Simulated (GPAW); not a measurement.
# Cu3Au (Auricupride) (Pm-3m) in GPAW: a series of runs

The runs below take Cu3Au (Auricupride) through relaxation of cell and atoms, with BLYP+D3(BJ), BLYP+D4.

All numbers are computed with GPAW 26.7.0; they aren't measurements. Logs are shortened: lines on timing, memory, paths and dates and some standing lists are left out, and cuts for length are marked. The log counts tension as positive stress, the text compression.

**1. The structure**

The structure is cubic, space group Pm-3m (No. 221). The conventional cell has a = 3.740 Å, b = 3.740 Å, c = 3.740 Å, α = 90.00°, β = 90.00°, γ = 90.00°. Au (site symmetry m-3m) is surrounded by 12 Cu at 2.64 Å. Cu (site symmetry 4/mmm) is surrounded by 4 Au at 2.64 Å and 8 Cu at 2.64 Å.

**2. Relaxation of cell and atoms, BLYP+D3(BJ)**

run.py reads:

```python
from ase import Atoms
from ase.calculators.mixing import SumCalculator
from ase.filters import FrechetCellFilter
from ase.io import write
from ase.optimize import BFGS
from dftd3.ase import DFTD3
from gpaw import GPAW, PW, setup_paths

setup_paths.insert(0, '.')

atoms = Atoms(['Au', 'Cu', 'Cu', 'Cu'],
              cell=[[3.74, 0.0, 0.0],
                    [0.0, 3.74, 0.0],
                    [0.0, 0.0, 3.74]],
              scaled_positions=[[0.0, 0.0, 0.0],
                                [0.5, 0.5, 0.0],
                                [0.5, 0.0, 0.5],
                                [0.0, 0.5, 0.5]],
              pbc=True)

calc = GPAW(mode=PW(600),
            xc='BLYP',
            kpts={'size': (7, 7, 7), 'gamma': True},
            occupations={'name': 'fermi-dirac', 'width': 0.05},
            nbands=42,
            convergence={'density': 1e-05, 'forces': 0.0001},
            eigensolver='davidson',
            maxiter=150,
            txt='gpaw.txt')
atoms.calc = SumCalculator([calc, DFTD3(method='blyp', damping='d3bj')])
opt = BFGS(FrechetCellFilter(atoms), trajectory='relax.traj', logfile='-')
done = opt.run(fmax=0.01, steps=40)
calc.write('gs.gpw')
write('result.traj', atoms)
print('Converged:', done)
print('Cell:', atoms.cell.cellpar().round(4))
print('Volume:', round(atoms.get_volume(), 4))
print(atoms.get_scaled_positions().round(5))
```

Potentials or basis: PAW data sets generated in the run's folder for this functional, pw.

Run with:

```sh
$ gpaw-setup -f BLYP Au Cu
$ OMP_NUM_THREADS=1 python run.py
```

gpaw.txt:

```text
__  _  _
 | _ |_)|_||  |
 |__||  | ||/\| - 26.7.0

Input parameters:
  mode=PW(ecut=600.0),
  convergence={'density': 1e-05, 'forces': 0.0001},
  eigensolver=Davidson(niter=2),
  kpts=MonkhorstPack(size=(7, 7, 7), gamma=True),
  maxiter=150,
  nbands=42,
  occupations=Occupations(name='fermi-dirac', width=0.05),
  xc=XC(name='BLYP')

Diagonalizing LCAO Hamiltonian
Converting LCAO to pw mode
   .--------.
  /|        |
 * |        |
 |Cu        |
 | |        |
 | .-Cu-----.
 |/    Cu  /
 Au-------*

Atoms  # Å, Bohr magnetons
|   | symbol |        x |        y |        z |    initial magnetic moments |
|---|--------|----------|----------|----------|-----------------------------|
| 0 |     Au | 0.000000 | 0.000000 | 0.000000 | ( 0.0000,  0.0000,  0.0000) |
| 1 |     Cu | 1.870000 | 1.870000 | 0.000000 | ( 0.0000,  0.0000,  0.0000) |
| 2 |     Cu | 1.870000 | 0.000000 | 1.870000 | ( 0.0000,  0.0000,  0.0000) |
| 3 |     Cu | 0.000000 | 1.870000 | 1.870000 | ( 0.0000,  0.0000,  0.0000) |

Unit cell  # Å
| periodic |        x |        y |        z |  lengths |    angles |
|----------|----------|----------|----------|----------|-----------|
|      yes | 3.740000 | 0.000000 | 0.000000 | 3.740000 | 90.000000 |
|      yes | 0.000000 | 3.740000 | 0.000000 | 3.740000 | 90.000000 |
|      yes | 0.000000 | 0.000000 | 3.740000 | 3.740000 | 90.000000 |

Number of symmetries: 48
Symmetry operations  # r_c * U_cc + t_c -> r_c
|    | kind |            matrix            |
|----|------|------------------------------|
|  0 |  E   |  1, 0, 0,  0, 1, 0,  0, 0, 1 |
|  1 |  σ   |  1, 0, 0,  0, 1, 0,  0, 0,-1 |
|  2 |  σ   |  1, 0, 0,  0, 0, 1,  0, 1, 0 |
|  3 |  C4  |  1, 0, 0,  0, 0, 1,  0,-1, 0 |
|  4 |  C4  |  1, 0, 0,  0, 0,-1,  0, 1, 0 |
|  5 |  σ   |  1, 0, 0,  0, 0,-1,  0,-1, 0 |
|  6 |  σ   |  1, 0, 0,  0,-1, 0,  0, 0, 1 |
|  7 |  C2  |  1, 0, 0,  0,-1, 0,  0, 0,-1 |
|  8 |  σ   |  0, 1, 0,  1, 0, 0,  0, 0, 1 |
[... 174 lines left out ...]
SCF iterations
|iter     | |      energy | eigst |  dens |force |
|---------|-|-------------|-------|-------|------|
|iter:   1| |  -13.213412 | -0.01 |       |      |
|iter:   2| |  -12.542591 | -2.14 | -1.02 |      |
|iter:   3| |  -11.125342 | -1.35 | -1.09 |      |
|iter:   4| |  -11.061113 | -3.11 | -1.95 |      |
|iter:   5| |  -11.046519 | -3.76 | -2.16 |      |
|iter:   6| |  -11.035085 | -3.75 | -2.23 |      |
|iter:   7| |  -11.034832c| -4.59 | -2.93 |      |
|iter:   8| |  -11.034815c| -5.26 | -3.43 |      |
|iter:   9| |  -11.034815c| -6.26 | -4.12 |      |
|iter:  10| |  -11.034815c| -7.25 | -4.50 |      |
|iter:  11| |  -11.034815c| -8.10c| -5.07c|      |
|iter:  12| |  -11.034815c| -8.89c| -5.36c|-22.68c|

Converged in 12 steps
Energy contributions relative to reference atoms: (reference = -651719.446551)

Energy contributions:
  Kinetic:          -5.905920
  Coulomb:           0.798763
  Zero:              0.115372
  External:          0.000000
  Xc:               -6.036814
[... 266 lines left out ...]
|iter:   4| |  -11.024863c| -6.61 | -3.75 |      |
|iter:   5| |  -11.024869c| -6.27 | -3.93 |      |
|iter:   6| |  -11.024870c| -7.34 | -4.51 |      |
|iter:   7| |  -11.024870c| -7.95c| -4.77 |      |
|iter:   8| |  -11.024870c| -8.93c| -5.07c|      |
|iter:   9| |  -11.024870c| -9.80c| -5.59c|-23.81c|

Converged in 9 steps
Energy contributions relative to reference atoms: (reference = -651719.446551)

Energy contributions:
  Kinetic:          -5.480514
  Coulomb:           0.444751
  Zero:              0.116219
  External:          0.000000
  Xc:               -6.099108
  Entropy:          -0.012435
  Spinorbit:         0.000000
  ----------------------------
  Free energy:     -11.031087
  Extrapolated:    -11.024870
[... 31 lines left out ...]
Stress tensor  # eV/Ang^3
|         x |         y |         z |
|-----------|-----------|-----------|
| -0.098403 |  0.000000 |  0.000000 |
|  0.000000 | -0.098403 |  0.000000 |
|  0.000000 |  0.000000 | -0.098403 |

Forces  # eV/Ang
|        x |        y |       z |
|----------|----------|---------|
| -0.00000 | -0.00000 | 0.00000 |  # Au   0
| -0.00000 |  0.00000 | 0.00000 |  # Cu   1
| -0.00000 | -0.00000 | 0.00000 |  # Cu   2
|  0.00000 |  0.00000 | 0.00000 |  # Cu   3

Interpolating wave functions to new cell

        Cu
            Cu
             Cu
       Au

Atoms  # Å, Bohr magnetons
|   | symbol |         x |         y |        z |    initial magnetic moments |
|---|--------|-----------|-----------|----------|-----------------------------|
| 0 |     Au |  0.000000 | -0.000000 | 0.000000 | ( 0.0000,  0.0000,  0.0000) |
| 1 |     Cu |  1.861300 |  1.861300 | 0.000000 | ( 0.0000,  0.0000,  0.0000) |
| 2 |     Cu |  1.861300 |  0.000000 | 1.861300 | ( 0.0000,  0.0000,  0.0000) |
| 3 |     Cu | -0.000000 |  1.861300 | 1.861300 | ( 0.0000,  0.0000,  0.0000) |

Unit cell  # Å
| periodic |         x |        y |         z |  lengths |    angles |
|----------|-----------|----------|-----------|----------|-----------|
|      yes |  3.722601 | 0.000000 | -0.000000 | 3.722601 | 90.000000 |
|      yes |  0.000000 | 3.722601 |  0.000000 | 3.722601 | 90.000000 |
|      yes | -0.000000 | 0.000000 |  3.722601 | 3.722601 | 90.000000 |

Number of symmetries: 48
Symmetry operations  # r_c * U_cc + t_c -> r_c
|    | kind |            matrix            |
|----|------|------------------------------|
|  0 |  E   |  1, 0, 0,  0, 1, 0,  0, 0, 1 |
|  1 |  σ   |  1, 0, 0,  0, 1, 0,  0, 0,-1 |
|  2 |  σ   |  1, 0, 0,  0, 0, 1,  0, 1, 0 |
|  3 |  C4  |  1, 0, 0,  0, 0, 1,  0,-1, 0 |
|  4 |  C4  |  1, 0, 0,  0, 0,-1,  0, 1, 0 |
|  5 |  σ   |  1, 0, 0,  0, 0,-1,  0,-1, 0 |
|  6 |  σ   |  1, 0, 0,  0,-1, 0,  0, 0, 1 |
|  7 |  C2  |  1, 0, 0,  0,-1, 0,  0, 0,-1 |
|  8 |  σ   |  0, 1, 0,  1, 0, 0,  0, 0, 1 |
[... 174 lines left out ...]
SCF iterations
|iter     | |      energy | eigst |  dens |force |
|---------|-|-------------|-------|-------|------|
|iter:   1| |  -10.973524 |       |       |      |
|iter:   2| |  -10.968606 | -4.54 | -2.07 |      |
|iter:   3| |  -10.957418c| -3.43 | -2.13 |      |
|iter:   4| |  -10.957395c| -5.03 | -2.96 |      |
|iter:   5| |  -10.957628c| -4.67 | -3.13 |      |
|iter:   6| |  -10.957628c| -5.78 | -3.80 |      |
|iter:   7| |  -10.957628c| -6.40 | -4.00 |      |
|iter:   8| |  -10.957627c| -7.37 | -4.29 |      |
|iter:   9| |  -10.957627c| -8.21c| -4.76 |      |
|iter:  10| |  -10.957627c| -9.62c| -5.97c|      |
|iter:  11| |  -10.957627c|-10.16c| -6.02c|-23.14c|

Converged in 11 steps
Energy contributions relative to reference atoms: (reference = -651719.446551)

Energy contributions:
  Kinetic:          -2.770469
  Coulomb:          -1.808286
  Zero:              0.121874
  External:          0.000000
  Xc:               -6.494503
  Entropy:          -0.012487
  Spinorbit:         0.000000
  ----------------------------
  Free energy:     -10.963871
  Extrapolated:    -10.957627
[... 31 lines left out ...]
Stress tensor  # eV/Ang^3
|         x |         y |         z |
|-----------|-----------|-----------|
| -0.113362 |  0.000000 |  0.000000 |
|  0.000000 | -0.113362 |  0.000000 |
|  0.000000 |  0.000000 | -0.113362 |

Forces  # eV/Ang
|        x |        y |        z |
|----------|----------|----------|
|  0.00000 | -0.00000 |  0.00000 |  # Au   0
| -0.00000 |  0.00000 | -0.00000 |  # Cu   1
| -0.00000 | -0.00000 |  0.00000 |  # Cu   2
|  0.00000 |  0.00000 | -0.00000 |  # Cu   3

# Writing to gs.gpw (mode='')
```

It took 80 s on 1 thread of Arm Neoverse V2, shared host; peak memory 0.22 GiB.

Results:

```
Free energy                            : -16.5125 eV
Relaxed volume                         : 12.90 Å³/atom
Relaxed cell                           : a = 3.723 Å, b = 3.723 Å, c = 3.723 Å, α = 90.00°, β = 90.00°, γ = 90.00°
Space group after relaxing (to 0.05 Å) : Pm-3m (No. 221)
Energy gained by relaxing              : 1.0 meV/atom
Ionic steps                            : 3
Pressure after relaxing                : 0.0 GPa
Band gap on the k mesh                 : none (metal or under the smearing width)
Dispersion energy per atom             : -1.387 eV
```

The path:
```
step  energy change (eV)  largest force (eV/Å)  pressure (GPa)  volume (Å³)
   1              0.0000                0.0000           -2.20        52.31
   2             -0.0011                0.0000           -1.90        52.21
   3             -0.0039                0.0000            0.05        51.59
```

Final structure:
```
CELL_PARAMETERS angstrom
3.72260 0.00000 0.00000
0.00000 3.72260 0.00000
0.00000 0.00000 3.72260
ATOMIC_POSITIONS crystal
Au 0.00000 0.00000 0.00000
Cu 0.50000 0.50000 0.00000
Cu 0.50000 0.00000 0.50000
Cu 0.00000 0.50000 0.50000
```

Caveat: with these Cu and Au data sets, volumes or pressures lay over 1.5 % or 2 GPa off other programs in two to four cells of ten; later steps reuse the first step's grids; pairwise dispersion overbinds metals, which lowers pressure and volume. Spin-orbit coupling is left out, which matters for the levels of Au.

**3. Relaxation of cell and atoms, BLYP+D4**

run.py reads:

```python
from ase.calculators.mixing import SumCalculator
from ase.filters import FrechetCellFilter
from ase.io import read, write
from ase.optimize import BFGS
from dftd4.ase import DFTD4
from gpaw import GPAW, PW, setup_paths

setup_paths.insert(0, '.')

atoms = read('POSCAR')

calc = GPAW(mode=PW(600),
            xc='BLYP',
            kpts={'size': (7, 7, 7), 'gamma': True},
            occupations={'name': 'fermi-dirac', 'width': 0.05},
            nbands=42,
            convergence={'density': 1e-05, 'forces': 0.0001},
            eigensolver='davidson',
            maxiter=150,
            txt='gpaw.txt')
atoms.calc = SumCalculator([calc, DFTD4(method='blyp')])
opt = BFGS(FrechetCellFilter(atoms), trajectory='relax.traj', logfile='-')
done = opt.run(fmax=0.02, steps=100)
calc.write('gs.gpw')
write('result.traj', atoms)
print('Converged:', done)
print('Cell:', atoms.cell.cellpar().round(4))
print('Volume:', round(atoms.get_volume(), 4))
print(atoms.get_scaled_positions().round(5))
```

POSCAR reads:

```
Cu3Au
1.0
    3.7400000000      0.0000000000      0.0000000000
    0.0000000000      3.7400000000      0.0000000000
    0.0000000000      0.0000000000      3.7400000000
Au Cu
1 3
Direct
    0.0000000000      0.0000000000      0.0000000000
    0.5000000000      0.5000000000      0.0000000000
    0.5000000000      0.0000000000      0.5000000000
    0.0000000000      0.5000000000      0.5000000000
```

Potentials or basis: PAW data sets generated in the run's folder for this functional, pw.

Run with:

```sh
$ gpaw-setup -f BLYP Au Cu
$ OMP_NUM_THREADS=1 python run.py
```

It took 86 s on 1 thread of Arm Neoverse V2, shared host; peak memory 0.25 GiB.

The run converged. Its results:

- Free energy: -15.5121 eV
- Relaxed volume: 13.27 Å³/atom
- Relaxed cell: a = 3.758 Å, b = 3.758 Å, c = 3.758 Å, α = 90.00°, β = 90.00°, γ = 90.00°
- Space group after relaxing (to 0.05 Å): Pm-3m (No. 221)
- Energy gained by relaxing: 1.7 meV/atom
- Ionic steps: 3
- Pressure after relaxing: 0.0 GPa
- Band gap on the k mesh: none (metal or under the smearing width)
- Dispersion energy per atom: -1.100 eV

The path:
| step | energy change (eV) | largest force (eV/Å) | pressure (GPa) | volume (Å³) |
| --- | --- | --- | --- | --- |
| 1 | 0.0000 | 0.0000 | 2.33 | 52.31 |
| 2 | -0.0015 | 0.0000 | 2.00 | 52.42 |
| 3 | -0.0066 | 0.0000 | 0.00 | 53.09 |

Final structure:
```
Au Cu
1.0
     3.75843    0.00000    0.00000
     0.00000    3.75843    0.00000
     0.00000    0.00000    3.75843
Au Cu
1 3
Direct
  0.00000 0.00000 0.00000
  0.50000 0.50000 0.00000
  0.50000 0.00000 0.50000
  0.00000 0.50000 0.50000
```

Levels at points of the mesh, in eV from the Fermi level:
```
           k point  band 18  band 19  band 20  band 21  band 22  band 23  band 24  band 25  band 26  band 27
(0.00, 0.00, 0.00)    -1.53    -1.38    -1.38    -1.38     1.46     1.46     1.46     6.03     7.45     7.45
```

Caveat: with these Cu and Au data sets, volumes or pressures lay over 1.5 % or 2 GPa off other programs in two to four cells of ten; later steps reuse the first step's grids; pairwise dispersion overbinds metals, which lowers pressure and volume. The run has no spin-orbit coupling, so splittings on Au are missing.
